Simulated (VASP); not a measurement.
Wanted: the native input for a VASP 6.6.1 run.

```yaml
Task: density of states
Functional: PBE
Potentials_or_basis: VASP PAW PBE potentials, release 64 (Ge_d, Sb, Te)
Cutoff: 520 eV
k_mesh: 4 × 4 × 4
Occupations: gaussian, width 0.03 eV
Spin: no spin polarisation
k_mesh_for_the_DOS: 6 × 6 × 6
Occupations_for_the_DOS: tetrahedron
Further_INCAR_settings: ALGO = Normal; EDIFF = 1e-07
```

GeSb2Te4:

```
Ge Sb Te
1.0
     6.11293    0.00000    0.00000
     0.00000    6.11293    0.00000
     0.00000    0.00000    6.07528
Ge Sb Te
1 2 4
Direct
  0.00000 0.00000 0.00000
  0.00000 0.50000 0.50000
  0.50000 0.00000 0.50000
  0.00000 0.50000 0.00000
  0.50000 0.00000 0.00000
  0.00000 0.00000 0.50000
  0.50000 0.50000 0.50000
```

The cell was built by a generator and needn't be a form met in nature.

One way to write it, as run:

POSCAR

```
GeSb2Te4                                
1.0
    6.1129324230      0.0000000000      0.0000000000
    0.0000000000      6.1129324230      0.0000000000
    0.0000000000      0.0000000000      6.0752799300
  Ge              Sb              Te            
     1     2     4
Direct
     0.0000000000000000    0.0000000000000000    0.0000000000000000
     0.0000000000000000    0.5000000000000000    0.5000000000000000
     0.5000000000000000    0.0000000000000000    0.5000000000000000
     0.0000000000000000    0.5000000000000000    0.0000000000000000
     0.5000000000000000    0.0000000000000000    0.0000000000000000
     0.0000000000000000    0.0000000000000000    0.5000000000000000
     0.5000000000000000    0.5000000000000000    0.5000000000000000
```

INCAR.step1

```
PREC = Accurate
ENCUT = 520
EDIFF = 1E-7
ISMEAR = 0
SIGMA = 0.03
LREAL = F
LASPH = T
NELM = 100
ALGO = Normal
ISIF = 2
LWAVE = F
LCHARG = T
GGA = PE
KPAR = 4
```

KPOINTS.step1

```
Automatic mesh
0
Gamma
  4 4 4
```

INCAR.step2

```
PREC = Accurate
ENCUT = 520
EDIFF = 1E-7
ISMEAR = -5
SIGMA = 0.03
LREAL = F
LASPH = T
NELM = 100
ALGO = Normal
ISIF = 2
LWAVE = F
LCHARG = F
GGA = PE
LORBIT = 11
KPAR = 4
NEDOS = 2001
ICHARG = 11
```

KPOINTS.step2

```
Automatic mesh
0
Gamma
  6 6 6
```

Potentials or basis: VASP PAW PBE potentials, release 64 (Ge_d, Sb, Te).

The run is started by

```bash
$ cat potpaw_PBE.64/Ge_d/POTCAR potpaw_PBE.64/Sb/POTCAR potpaw_PBE.64/Te/POTCAR > POTCAR
$ cp INCAR.step1 INCAR
$ cp KPOINTS.step1 KPOINTS
$ mpirun -np 4 vasp_std > vasp.out
$ cp INCAR.step2 INCAR
$ cp KPOINTS.step2 KPOINTS
$ mpirun -np 4 vasp_std > vasp.out
```

It gave:

The valence electrons inside the program's atomic spheres are Ge 12.07; Sb 2.30; Te 3.33, 3.35, 3.34.

Run time: 86 s on 4 MPI ranks on Intel(R) Xeon(R) Platinum 8259CL CPU @ 2.50GHz (Skylake/Cascade Lake), with other jobs on the host, peak memory 0.46 GiB a rank.
